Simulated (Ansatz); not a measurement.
A run of Ansatz 0.2.0 is set up as follows.

Contents of input.yaml:

```yaml
crystal:
  lattice:
    - [0.0, 2.678, 2.678]
    - [2.678, 0.0, 2.678]
    - [2.678, 2.678, 0.0]
  atoms:
    - { symbol: Co, position: [0.0, 0.0, 0.0] }
    - { symbol: Si, position: [0.75, 0.75, 0.75] }
    - { symbol: Si, position: [0.25, 0.25, 0.25] }
hamiltonian:
  xc: pbesol
  pseudopotentials: { kind: paw }
magnetization:
  spin_polarized: true
  initial_magnetization: 0.0
  spin_locking: { lock_magnetization: hard }
kpoints:
  mp_grid: { grid: [7, 7, 7] }
scf:
  occupations: { method: fermi_dirac, width: 0.05 }
  lower_state_search: "off"
output:
  forces: true
  stress: true
  eigenvalues: true
```

Potentials or basis: Ansatz PAW.

Run with:

```console
$ ansatz run input.yaml --threads 2 --pin off --max-ram 5632MiB --backend cpu --events-out ev --progress --plain --runs-dir out
```

(1) Predict the pressure.

Results:

(1) -4.5 GPa.

Caveat: the total moment is fixed, so each spin has its own Fermi level; the PAW data sets come from PBE, with cores solved anew for the run's functional, which leaves a small shift of forces and pressure; the thresholds are loose for stress.
